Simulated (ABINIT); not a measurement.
Crystal: LiCl.

```
Cl Li
1.0
     0.00000    2.56477    2.56477
     2.56477    0.00000    2.56477
     2.56477    2.56477    0.00000
Cl Li
1 1
Cartesian
  2.5648 2.5648 2.5648
  0.0000 0.0000 0.0000
```

Program: ABINIT 10.8.3 (patched build). Alike in all runs: task band structure; no spin polarisation; cell as given; k mesh 9 × 9 × 9; smearing fermi-dirac 0.05 eV.

Problem. Order these runs on this cell by their pressure, lowest first.
A. level BLYP; potentials or basis JTH PAW PBE v2.0; cutoff (eV) 680; fine-grid cutoff 1278.94 eV
B. level LDA; potentials or basis JTH PAW LDA v2.0; cutoff (eV) 680; fine-grid cutoff 1278.94 eV
C. level HCTH407; potentials or basis JTH PAW PBE v2.0; cutoff (eV) 680; fine-grid cutoff 1278.94 eV
D. level PBE; potentials or basis SG15 NC PBE v1.2; cutoff (eV) 1007
E. level PBEsol; potentials or basis PseudoDojo NC SR PBEsol v0.4.1 standard; cutoff (eV) 1007

Solution. B (-3.2 GPa), E (-1.3 GPa), D (0.4 GPa), A (2.0 GPa), C (3.5 GPa).

Caveats: the PAW data sets were made with another functional, which shifts forces and pressure a little (some runs).

Not every run made on this cell is shown here.
